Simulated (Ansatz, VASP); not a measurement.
**Two plane-wave programs on Ti2B**

```
CELL_PARAMETERS angstrom
0.00000 2.72268 2.72268
2.72268 0.00000 2.72268
2.72268 2.72268 0.00000
ATOMIC_POSITIONS crystal
Ti 0.25000 0.25000 0.25000
Ti 0.75000 0.75000 0.75000
B 0.00000 0.00000 0.00000
```

Change from the starting cell: species swapped into the Al2Pd type (Fm-3m, No. 225).

Alike in both runs: task single point; functional PBE; k mesh 6 × 6 × 6; occupations gaussian, width 0.1 eV; collinear spin.

|  | VASP | Ansatz |
| --- | --- | --- |
| version | VASP 6.6.1 | Ansatz 0.2.0 |
| potentials or method | VASP PAW PBE potentials, release 64 (Ti_sv, B) | scalar-relativistic, plane waves, PAW |
| plane-wave cutoff (eV) | 520 | 420 |
| valence electrons in the cell | 27 | 27 |

Ansatz gave:

| Item | Value |
| --- | --- |
| gap on the k mesh at the Fermi level (eV) | none |
| pressure (GPa) | 0.9 |
| net moment per atom (μB) | 0.00 |

Problem. Estimate VASP's values.

Solution. gap on the k mesh at the Fermi level (eV): none; pressure (GPa): 0.8; net moment per atom (μB): 0.00.

A gap of «none» marks a metal or a gap that the smearing closes. Ansatz warned: «seeded_moment_not_kept».
